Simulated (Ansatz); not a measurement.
An Ansatz input:

```yaml
crystal:
  lattice:
    - [0.0, 2.3325029545, 2.3325029545]
    - [2.3325029545, 0.0, 2.3325029545]
    - [2.3325029545, 2.3325029545, 0.0]
  atoms:
    - { symbol: Te, position: [0.0, 0.0, 0.0] }
hamiltonian:
  xc: lda
  pseudopotentials:
    kind: paw
    azcp:
      Te: "pseudopotentials/Te.paw.azcp"
basis:
  ecutwfc: 420
  fft_grid_basis: typed
kpoints:
  mp_grid: { grid: [19, 19, 19], shift: [0, 0, 0] }
magnetization:
  spin_polarized: false
scf:
  occupations: { method: fermi_dirac, width: 0.1 }
output:
  stress: true
```

Output

```
Warning: the record states the generating functional pbe (its physics header spells it `PBE`), which answers neither for hamiltonian.xc's functional nor for the lda family's — results may be inconsistent (PPs are generated against a specific XC)
Engine: ansatz 0.2.0, aarch64-unknown-linux-gnu
Pseudopotentials: kind: paw
Pseudopotential: Te, paw, valence charge 16, recommended cutoff 420 eV (normal) 
Functional definition: SPW92
  exchange = slater_x
  correlation = pw_c
Crystal: 1 atoms, lattice volume = 25.380 Å³
Basis set: ecut = 420 eV, 531 PW (Γ)
Bands: 12, of which v1, the nominal top of the filled ones, is band 8 counted from 1 (7 counted from 0)
Symmetry: 48 space group operations
Space group: Fm-3m (ITA 225), of the structure as read, at distance tolerance 2.9e-5 Å
k-points: 220 of 6859
Non-local potential: Te, projectors of the file, l = 0: 2, l = 1: 2, l = 2: 2, l = 3: 2
PAW form: soft (Blöchl's): semilocal exchange-correlation on the pseudo side does not see the compensation charge
PAW frozen core: Te, regenerated for the run's functional, and the local potential with it (the file was generated under x = pbe(κ = 0.804, μ = 0.2195149727645171), c = pbe(β = 0.06672455060314922))
PAW one-centre angular grid: Te, 590 points (default); XC on 64 Gauss nodes
Initial density: superposition of atomic densities (neutral atoms: chi_scale 0, normalization atom), corrected by the library's trained network
Initial wavefunctions: pseudopotential atomic-orbital guess
Functional: x = slater, c = lda
SCF iter   1: F=—  HF=-6826.879649 eV  |F-HF|=—  |Δ(HF+E_count)|=         —  Δρ=5.23e-3  dr2=2.88e-3  ethr=1.77e-3  ⟨swp⟩=5.1  Hψ=15560  notcnv=0
SCF iter   2: F=—  HF=-6826.878030 eV  |F-HF|=—  |Δ(HF+E_count)|=   1.62e-3  Δρ=2.90e-3  dr2=9.37e-4  ethr=1.80e-5  ⟨swp⟩=1.7  Hψ=4644  notcnv=0
SCF iter   3: F=—  HF=-6826.877694 eV  |F-HF|=—  |Δ(HF+E_count)|=   3.36e-4  Δρ=5.13e-4  dr2=8.17e-5  ethr=5.86e-6  ⟨swp⟩=2.0  Hψ=3730  notcnv=0
SCF iter   4: F=—  HF=-6826.877633 eV  |F-HF|=—  |Δ(HF+E_count)|=   6.09e-5  Δρ=1.54e-4  dr2=7.68e-6  ethr=5.11e-7  ⟨swp⟩=2.0  Hψ=4314  notcnv=0
iter 5 did not close the SCF: its close was put off for the readings that it lacked (scf_convergence_deferred on its scf_iter line)
SCF iter   5: F=-6826.877627 eV  HF=-6826.877627 eV  |F-HF|=3.78e-8  |Δ(HF+E_count)|=   6.13e-6  Δρ=9.58e-6  dr2=2.09e-8  ethr=4.80e-8  ⟨swp⟩=2.0  Hψ=4377  notcnv=0
SCF iter   6: F=-6826.877627 eV  HF=-6826.877627 eV  |F-HF|=3.08e-10  |Δ(HF+E_count)|=   2.31e-8  Δρ=8.41e-7  dr2=1.81e-10  ethr=1.31e-10  ⟨swp⟩=2.3  Hψ=8723  notcnv=0
SCF 1 converged in 6 iterations: F = -6826.877627 eV  dr2 = 1.81e-10
SCF converged after 6 iterations
Free energy (F): -6826.877627 eV
Harris-Foulkes:  -6826.877627 eV  (|F-HF|=3.08e-10)
Internal energy: -6826.851299 eV  (E = F + TS)
E sigma→0 (E₀):  -6826.864463 eV
Entropy (-TS):   -0.026328 eV (-26.328 meV/atom)
Fermi energy:    12.886422 eV
--- Per-component energies (eV) ---
  E_band       = -200.845937
  E_kinetic    = 183.169633
  E_local      = -928.424731  (includes V_loc(G=0)·N_el)
  E_nonlocal   = -305.031060
  E_hartree    = 668.682805
  E_xc         = -124.856614
  E_vxc        = -106.123590  (∫ρ·V_xc dr)
  E_paw        = -4509.580159  (= ΣΔE_a)
  E_vpaw       = -381.802271  (= ΣTr[D̂ρ^β])
  E_aug_tail   = -0.000228  (compensation charges beyond the density's cutoff)
  E_ewald      = -1811.489607
  E_core_change = 0.678661  (= ΣΔE_core)
  E_smearing   = -0.026328  (= −TS)
  E_closure    = 0.000000  (closes the sum)
  Σ components = -6826.877627   (vs F -6826.877627, Δ=0.00e0)
--- Stress (GPa, compression-positive) ---
        2.857034      -0.000000       0.000000
        0.000000       2.857034       0.000000
        0.000000      -0.000000       2.857034
  P = ⅓ Tr σ = 2.8570 GPa (28.570 kbar)
```
